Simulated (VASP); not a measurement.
## F2: single point with PBEsol

The system is F2, in a box.

```
CELL_PARAMETERS angstrom
10.00000 0.00000 0.00000
0.00000 10.50000 0.00000
0.00000 0.00000 11.00000
ATOMIC_POSITIONS crystal
F 0.50000 0.50000 0.43591
F 0.50000 0.50000 0.56409
```

- Program: VASP 6.6.1
- Task: single point
- Functional: PBEsol
- Potentials or basis: VASP PAW PBE potentials, release 64 (F)
- Cutoff: 520 eV
- k mesh: 1 × 1 × 1
- Occupations: gaussian, width 0.02 eV
- Spin: no spin polarisation
- Further INCAR settings: ALGO = Normal; EDIFF = 1e-07

```
Largest force                   : 0.021 eV/Å
Gap between the frontier levels : 3.51 eV
```

Forces on the atoms (eV/Å):
```
F    0.000  0.000  0.021
F    0.000  0.000 -0.021
```

Levels at points of the mesh, in eV from the valence-band top:
```tsv
k point	band 5	band 6	band 7	band 8	band 9	band 10
(0.00, 0.00, 0.00)	-3.44	0.00	0.00	3.51	9.03	10.27
```

Wall time 56 s on 1 thread of Intel(R) Xeon(R) 6975P-C (Granite Rapids), with other jobs on the host, peak memory 0.87 GiB.

Caveat: the PAW data sets were made with another functional, which shifts forces and pressure a little. PBEsol gaps usually lie below the measured ones, often by a third to a half.
